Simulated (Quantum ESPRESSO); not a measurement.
## WC under changes of volume

One of the cells (10.542 Å³/atom); the others are scaled copies at fixed shape and fractional positions:

```xyz
2
Lattice="0.0000 2.1927 2.1927 2.1927 0.0000 2.1927 2.1927 2.1927 0.0000" Properties=species:S:1:pos:R:3 pbc="T T T"
W     0.0000    0.0000    0.0000
C     2.1927    2.1927    2.1927
```

Measurements of this composition are mostly on another form, of space group No. 187.

```yaml
Program: Quantum ESPRESSO 7.5
Functional: LDA
Potentials_or_basis: GBRV 1.5 LDA
Cutoff: 762 eV
Density_cutoff: 6095 eV
k_mesh: 10 × 10 × 10
Occupations: fermi-dirac, width 0.05 eV
Spin: no spin polarisation
```

```csv
volume (Å³/atom),energy over the lowest point (meV/atom),pressure (GPa)
9.910,?,?
10.120,0.00,0.0
10.331,5.20,-8.0
10.542,20.43,-15.1
10.753,44.57,-21.5
10.964,76.73,-27.3
11.175,116.01,-32.4
```

Task: What does the run at 9.910 Å³/atom give?

Result: Energy over the lowest point 5.88 meV/atom; pressure 9.0 GPa.

Worked out: A Birch-Murnaghan fit of order 3 (a polynomial in V^(-2/3)) to the other rows has its minimum at 10.12 Å³/atom with B0 = V·E''(V) = 407 GPa and B' = 4.4. It gives 5.94 meV/atom at 9.910 Å³/atom, against the run's 5.88, and -dE/dV = 9.1 GPa, against 9.0.

Energies are extrapolated to zero smearing.

Caveats: the cell as given lies far from equilibrium (some runs).
